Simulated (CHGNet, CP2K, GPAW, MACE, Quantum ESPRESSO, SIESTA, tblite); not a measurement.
**Generalised stacking fault on (110) of BePd (80 atoms) in other programs, against a plane-wave reference**

How near do other programs and methods come to a plane-wave reference for generalised stacking fault on (110) of BePd (80 atoms)? A plane-wave run serves as the reference.

Program: Quantum ESPRESSO 7.5. Level of theory: Kohn-Sham DFT, PBE, SSSP efficiency 1.3.0 pseudopotentials, plane waves. Results are calculated unless marked as measured.

In doubt: a PseudoDojo file used here is known to give poor structures and forces (SIESTA), which bears on pressures, cells, forces and phonons.

## Step 1: The structure

The cell holds 80 atoms: 40 Be and 40 Pd. Its edges and angles: a = 5.626 Å, b = 7.956 Å, c = 19.903 Å, α = 90.0°, β = 88.0°, γ = 90.0°. It derives from BePd (CsCl-type). CsCl-type BePd (a = 2.813 Å), cell with z along [110], 2 x 2 x 5 periods; the third cell vector is tilted by 0.250 of [001] and lengthened by 0 Å, so the cell holds one fault; displaced by a Gaussian of 0.01 Å. Then every atom was moved at random, 0.02 Å r.m.s. a Cartesian component. The structure's axis is c.

## Step 2: Reference: Quantum ESPRESSO, plane waves

The input, pw.in:

```
&control
  calculation = 'scf'
  pseudo_dir = './pseudo'
  outdir = './tmp'
  disk_io = 'none'
  tprnfor = .true.
  tstress = .true.
/
&system
  ibrav = 0
  nat = 80
  ntyp = 2
  ecutwfc = 55
  ecutrho = 440
  nosym = .true.
  occupations = 'smearing'
  smearing = 'fd'
  degauss = 0.003675
/
&electrons
  conv_thr = 4.0e-07
  electron_maxstep = 100
  mixing_beta = 0.2
  mixing_mode = 'local-TF'
  diagonalization = 'david'
/
ATOMIC_SPECIES
Be 9.012 Be.upf
Pd 106.420 Pd.upf
CELL_PARAMETERS angstrom
5.62600 0.00000 0.00000
0.00000 7.95637 0.00000
0.70325 0.00000 19.89091
ATOMIC_POSITIONS crystal
Be 0.87783 0.00250 0.99954
Pd 0.23768 0.99781 0.10060
Be 0.36842 0.00096 0.00178
Pd 0.73815 0.99774 0.09866
Be 0.87388 0.50472 0.99966
Pd 0.23008 0.50062 0.09757
Be 0.36903 0.50276 0.99978
Pd 0.74220 0.50614 0.10120
Be 0.98366 0.24899 0.09885
Pd 0.22386 0.24793 0.19886
Be 0.48495 0.24730 0.10228
Pd 0.72136 0.25298 0.19935
[... 64 atom lines left out ...]
Be 0.88637 0.74911 0.89776
Pd 0.11403 0.75055 0.00001
Be 0.38927 0.75436 0.90023
Pd 0.62500 0.74864 0.99622
K_POINTS gamma
```

Launch:

```console
> OMP_NUM_THREADS=1 mpirun -np 4 pw.x -in pw.in > output.txt
```

The log of the run:

```text
Program PWSCF
     gamma-point specific algorithms are used
     one sub-group per band group will be used
     scalapack distributed-memory algorithm (size of sub-group:  2*  2 procs)
     Parallelization info
     sticks:   dense  smooth     PW     G-vecs:    dense   smooth      PW
     Min        1400     702    174               234159    82794   10356
     Max        1402     704    176               234170    82804   10366
     Sum        5603    2813    699               936665   331197   41445
     bravais-lattice index     =            0
     lattice parameter (alat)  =      10.6316  a.u.
     unit-cell volume          =    6008.4984 (a.u.)^3
     number of atoms/cell      =           80
     number of atomic types    =            2
[... lines left out ...]
     number of k points=     1  Fermi-Dirac smearing, width (Ry)=  0.0037
[... lines left out ...]
     total energy              =  -11259.77230549 Ry
[... lines left out ...]
     total energy              =  -11259.69346977 Ry
[... lines left out ...]
     total energy              =  -11259.71012276 Ry
[... lines left out ...]
     c_bands:  1 eigenvalues not converged
[... lines left out ...]
     c_bands:  1 eigenvalues not converged
[... lines left out ...]
     total energy              =  -11259.71068541 Ry
[... lines left out ...]
     total energy              =  -11259.71068565 Ry
[... lines left out ...]
          k = 0.0000 0.0000 0.0000 ( 20723 PWs)   bands (ev):
   -83.0754 -83.0626 -83.0565 -83.0537 -83.0232 -83.0125 -83.0012 -82.9491
   -82.8985 -82.8817 -82.8742 -82.8710 -82.8604 -82.8570 -82.8495 -82.8487
   -82.8487 -82.8461 -82.8425 -82.8423 -82.8382 -82.8375 -82.8374 -82.8368
[...]
23.7256  23.7607  23.8955  23.9519  23.9951  24.0645  24.0785  24.0845
    24.1440  24.1767  24.2070  24.3398  24.3555  24.3990  24.4135  24.4277
     the Fermi energy is    17.0844 ev
!    total energy              =  -11259.71068567 Ry
     estimated scf accuracy    <       0.00000024 Ry
     smearing contrib. (-TS)   =      -0.02732255 Ry
     internal energy E=F+TS    =  -11259.68336312 Ry
     The total energy is F=E-TS. E is the sum of the following terms:
     one-electron contribution =   -4408.98773280 Ry
     hartree contribution      =    2470.15387127 Ry
     xc contribution           =   -1197.58605681 Ry
     ewald contribution        =   -8123.26344478 Ry
     convergence has been achieved in  10 iterations
     Forces acting on atoms (cartesian axes, Ry/au):
     atom    1 type  1   force =     0.01597862   -0.00207509   -0.05213559
     atom    2 type  2   force =    -0.00882039    0.00381307    0.01002994
     atom    3 type  1   force =     0.02491908   -0.00281420   -0.06352644
[...]
atom   79 type  1   force =    -0.00202125   -0.00695959   -0.01342899
     atom   80 type  2   force =    -0.00959950    0.00012713    0.01758934
     Total force =     0.196480     Total SCF correction =     0.002539
     Computing stress (Cartesian axis) and pressure
          total   stress  (Ry/bohr**3)                   (kbar)     P=       70.71
   0.00105120   0.00000248  -0.00013105          154.64        0.37      -19.28
   0.00000248   0.00004370   0.00000068            0.37        6.43        0.10
  -0.00013105   0.00000068   0.00034706          -19.28        0.10       51.05
     Message from routine punch:
     Nothing written, as per user request (disk_io='none')
```

It took 2.8 min on 4 MPI ranks of Arm Neoverse V1, shared host; peak memory 2.7 GiB; 11 min of CPU time.

Banners, paths, timers and routine set-up lines are dropped from the logs unmarked, and long logs keep their key lines alone; longer cuts are marked.

Numbers from this run:

* r.m.s. force component: 0.3261 eV/Å
* longest force: 1.756 eV/Å
* pressure: 7.071 GPa

## Step 3: The ladder

The programs:
- CHGNet: machine-learned potential, published weights.
- CP2K 2026.2: Gaussian basis with GTH pseudopotentials and a plane-wave density; labels give functional, basis (MOLOPT sets; SR short-range, UZH the newer set with its own potentials), grid cutoff/relative cutoff and solver (OT: orbital transformation; TRS4, TC2, SIGN: linear-scaling purification with its sparsity filter), or its built-in tight binding.
- MACE: machine-learned potential, published weights.
- SIESTA 5.4.2: numerical atomic orbitals, whose automatically made sets are far from complete, with PseudoDojo norm-conserving potentials that we converted to its format (checked against plane waves on the same files for H, C, O, Si, Ge and Ca alone); labels give functional, basis size, energy shift and mesh cutoff.
- tblite 0.8.0: extended tight binding, driven from Python.

All use the same cell and atoms; the electronic-structure runs use the same k-mesh, and an electronic temperature of 580 K (0.05 eV) where levels are smeared.

Differences are against the plane-wave reference, forces as r.m.s. over components; share is that over the reference's r.m.s. force, slope the least-squares factor from reference forces to these. Total energies of different programs have different zeros and aren't compared.

```tsv
run	Δ force, r.m.s. (meV/Å)	share (%)	slope	Δ pressure (GPa)	cores	CPU time	memory (GiB)
reference	-	-	-	-	4	11 min	2.7
CHGNet 0.3.0 potential	170	52.0	0.728	-2.36	1	4.4 s	2.0
CHGNet r2SCAN potential	191	58.5	0.467	-5.94	1	4.3 s	2.0
CP2K LDA, DZVP-MOLOPT-SR, 600/50 Ry, diagonalisation	30.8	9.45	0.938	-14.4	4	11 min	4.8
CP2K PBE+D3, DZVP-MOLOPT-SR, 600/50 Ry, diagonalisation	29.8	9.12	1.042	-6.34	4	11 min	4.8
CP2K PBE, DZVP-MOLOPT-SR, 300/50 Ry, diagonalisation (coarse)	1257	386	0.844	5.09	4	9.5 min	3.1
CP2K PBE, DZVP-MOLOPT-SR, 600/50 Ry, diagonalisation	22.7	6.95	1.054	1.56	4	10 min	4.7
CP2K PBE, DZVP-MOLOPT-SR, 600/70 Ry, diagonalisation	22.6	6.94	1.054	1.56	4	14 min	4.7
MACE MP-0b3 medium potential	162	49.7	0.957	-3.27	1	8 s	1.0
SIESTA PBE, DZ, shift 0.01 Ry, mesh 300 Ry (coarse)	278	85.1	1.165	10.6	2	2.7 min	0.86
tblite GFN1-xTB	187	57.2	1.165	14.7	1	8.9 s	0.15
```

Rows marked coarse were listed beforehand as settings not expected to be converged; some can still land near the reference.

Times of the machine-learned potentials are mostly Python's start and the loading of weights.

CPU time is summed over cores on a shared host, where runs went side by side, so it is rough. Symmetry, cutoffs, thresholds, outputs and thread counts weren't matched or tuned between programs; memory under MPI is the largest rank's times the ranks.

Runs without a result: GPAW PBE, LCAO dzp, h 0.2 Å (cut off at its time limit of 16 min); SIESTA PBE, DZP, shift 0.01 Ry, mesh 300 Ry (stopped at the start: Generation of polarization orbital failed Stopping Program from Node:    0); CP2K PBE, SZV-MOLOPT-SR, 600/50 Ry, diagonalisation (stopped at the start: Extra MOs (ADDED_MOS) are required for smearing); SIESTA PBE, SZP, shift 0.01 Ry, mesh 300 Ry (stopped at the start: Generation of polarization orbital failed Stopping Program from Node:    0); GPAW LDA, LCAO dzp, h 0.2 Å (cut off at its time limit of 16 min); GPAW PBE, LCAO dzp, h 0.28 Å (cut off at its time limit of 10 min); GPAW PBE, LCAO sz(dzp), h 0.2 Å (cut off at its time limit of 4.1 min).

Mean charges by element (e), by run and scheme:

```tsv
run	scheme	Be	Pd
CP2K LDA, DZVP-MOLOPT-SR, 600/50 Ry, diagonalisation	Mulliken	+0.56	-0.56
CP2K LDA, DZVP-MOLOPT-SR, 600/50 Ry, diagonalisation	Hirshfeld	-0.24	+0.24
CP2K PBE+D3, DZVP-MOLOPT-SR, 600/50 Ry, diagonalisation	Mulliken	+0.52	-0.52
CP2K PBE+D3, DZVP-MOLOPT-SR, 600/50 Ry, diagonalisation	Hirshfeld	-0.23	+0.23
CP2K PBE, DZVP-MOLOPT-SR, 600/50 Ry, diagonalisation	Mulliken	+0.52	-0.52
CP2K PBE, DZVP-MOLOPT-SR, 600/50 Ry, diagonalisation	Hirshfeld	-0.23	+0.23
CP2K PBE, DZVP-MOLOPT-SR, 600/70 Ry, diagonalisation	Mulliken	+0.52	-0.52
CP2K PBE, DZVP-MOLOPT-SR, 600/70 Ry, diagonalisation	Hirshfeld	-0.23	+0.23
tblite GFN1-xTB	Mulliken	+0.40	-0.40
```

Within one program, basis, potentials and functional, energies share a zero. Each run against its twin at the usual cutoff or grid and solver:

```tsv
run	twin	Δ energy (meV/atom)	Δ force, r.m.s. (meV/Å)	CPU time over the twin's
CP2K PBE, DZVP-MOLOPT-SR, 300/50 Ry, diagonalisation	DZVP-MOLOPT-SR, 600/50 Ry, diagonalisation	-81.8	1258	0.91
CP2K PBE, DZVP-MOLOPT-SR, 600/70 Ry, diagonalisation	DZVP-MOLOPT-SR, 600/50 Ry, diagonalisation	-0.0289	0.293	1.3
```

## Step 4: What came out

```
reference r.m.s. force component                       : 0.326 eV/Å
nearest in forces                                      : a tie at 6.9 % of 2 runs: CP2K PBE, DZVP-MOLOPT-SR, 600/50 Ry, diagonalisation; CP2K PBE, DZVP-MOLOPT-SR, 600/70 Ry, diagonalisation
farthest in forces                                     : CP2K PBE, DZVP-MOLOPT-SR, 300/50 Ry, diagonalisation (coarse), 386 %
cheapest electronic-structure run beside the reference : tblite GFN1-xTB, 8.9 s of CPU time
```

**Reading.** The PBE runs in local orbitals, coarse settings apart, differ by 6.9 % in each run; basis, grid and potentials can all enter. Tight binding differs by 57 % (tblite GFN1-xTB); it is another model, with fitted parameters of its own, and the xTB methods hold dispersion. Machine-learned potentials differ by 50 % (MACE MP-0b3 medium potential) to 59 % (CHGNet r2SCAN potential); they were trained on other programs' data, some at another functional. Among those trained on PBE data the slope goes as low as 0.73, with a correlation of 0.85, so directions differ as well as sizes. Rows with another functional or a dispersion term differ by 9.1 % (CP2K PBE+D3, DZVP-MOLOPT-SR, 600/50 Ry, diagonalisation) to 9.4 % (CP2K LDA, DZVP-MOLOPT-SR, 600/50 Ry, diagonalisation), which mixes the change of model with differences of basis and potentials. Runs with settings chosen to be coarse differ by 85 % (SIESTA PBE, DZ, shift 0.01 Ry, mesh 300 Ry) to 386 % (CP2K PBE, DZVP-MOLOPT-SR, 300/50 Ry, diagonalisation), their programs' other errors included. Of the electronic-structure runs that take under half the reference's CPU time, tblite GFN1-xTB comes nearest, at 57 % in 8.9 s against 11 min; its pressure misses by +14.7 GPa. In pressure, SIESTA PBE, DZ, shift 0.01 Ry, mesh 300 Ry misses by +10.6 GPa, at the same functional. Charges hang on model, scheme and program or settings: among these rows the mean for Pd runs from -0.56 to +0.24 e, even in sign. In the reference: levels near the Fermi energy are neither full nor empty under the smearing, so no gap is quoted. Periodic xTB results under one method name differ between programs and library versions. The reference's pressure holds the uncorrected Pulay stress of its 55 Ry basis, so small pressure differences, and their order, may be the reference's own error. A potential file of the SIESTA runs is in doubt, which bears on their forces and pressure. Machine-learned potentials mimic data converged in k, so the reference's own k-point error enters their differences. The cell is under 6 Å thick along one periodic direction, so every atom has periodic images of itself close by, which move with it and show among its neighbours and in g(r). The reference's stress is far from hydrostatic: its diagonal is 15.5, 0.6, 5.1 GPa, compression counted positive. The host structure and its lattice constant were typed by rule, without a check against the phase diagram. The reference's pressure of 7.1 GPa says that the cell would expand at this level of theory. The electronic-structure runs sample only Γ, in a cell whose shortest periodic width is 6 Å, which is coarse for a cell with partly filled levels.

[Also dropped from logs without a mark: logging warnings of Python, and SIESTA's first energy breakdown and zero terms.]

[Logs are printed without paths, hosts, clocks, repeated set-up lines and the standing remarks that a program may print on its own settings, such as how far it seeks lower states.]

[Hosts, paths, dates, database ids (printed as entryN), source tags and the programs' standing remarks are cut or masked in the printed files.]
